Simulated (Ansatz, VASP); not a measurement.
This is a calculation of Ni for VASP 6.6.1.

INCAR

```
SYSTEM = Ni
PREC = Accurate ; ENCUT = 580
EDIFF = 1E-7 ; ISMEAR = -1
SIGMA = 0.05 ; LREAL = .False.
LASPH = .True. ; NELM = 100
ALGO = Fast ; ISIF = 3
LWAVE = .False. ; LCHARG = .False.
ISPIN = 2 ; MAGMOM = 1
LORBIT = 11 ; LMAXMIX = 4
GGA = PE ; IBRION = 2
NSW = 40 ; EDIFFG = -0.01
```

File KPOINTS:

```
regular mesh
0
Gamma
  13 13 13
  0 0 0
```

File POSCAR:

```
Ni
1.0
    0.0000000000      1.7375729330      1.7375729330
    1.7375729330      0.0000000000      1.7375729330
    1.7375729330      1.7375729330      0.0000000000
Ni
1
Direct
    0.0000000000      0.0000000000      0.0000000000
```

Potentials or basis: VASP PAW PBE potentials, release 54 (Ni).

Command:

```bash
$ cat potpaw_PBE.54/Ni/POTCAR > POTCAR
$ mpirun -np 1 vasp_std > vasp.out
```

Translate it to Ansatz 0.2.0. Potentials there: Ansatz PAW.

As run (the cutoff follows the program's own potentials):

File input.yaml:

```yaml
crystal:
  lattice:
    - [0.0, 1.737572933, 1.737572933]
    - [1.737572933, 0.0, 1.737572933]
    - [1.737572933, 1.737572933, 0.0]
  atoms:
    - { symbol: Ni, position: [0.0, 0.0, 0.0], spin: 1.0 }
hamiltonian:
  xc: pbe
  pseudopotentials: { kind: paw }
magnetization:
  spin_polarized: true
kpoints:
  mp_grid: { grid: [13, 13, 13] }
scf:
  occupations: { method: fermi_dirac, width: 0.05 }
output:
  forces: true
  stress: true
relax:
  f_tol: 0.01
  max_steps: 40
  cell: { stress_tol: 0.05 }
```

Potentials or basis: Ansatz PAW.

The run is started by

```sh
$ ansatz run input.yaml --threads 2 --pin off --max-ram 5632MiB --backend cpu --events-out ev --progress --plain --runs-dir out
```

Both were run:

|  | VASP | Ansatz | Ansatz less VASP |
| --- | --- | --- | --- |
| net moment per atom (μB) | 0.63 | 0.63 | +0.007 |
| size of the moment on the site where the two differ most (μB) | 0.64 | 0.67 | +0.033 |
| relaxed volume (Å³/atom) | 10.88 | 10.89 | +0.004 |
| relaxed cell length with the largest relative difference (Å) | 2.487 | 2.488 | +0.0003 |
| energy change over the relaxation (meV/atom) | -9 | -10 | -0.4 |

Site moments also hang on the region over which each program counts them. The two sets of potentials don't hold the same shells in valence.

Caveats: the plane-wave basis is chosen anew once the cell has moved, so the energies of steps on either side of that aren't comparable (Ansatz).
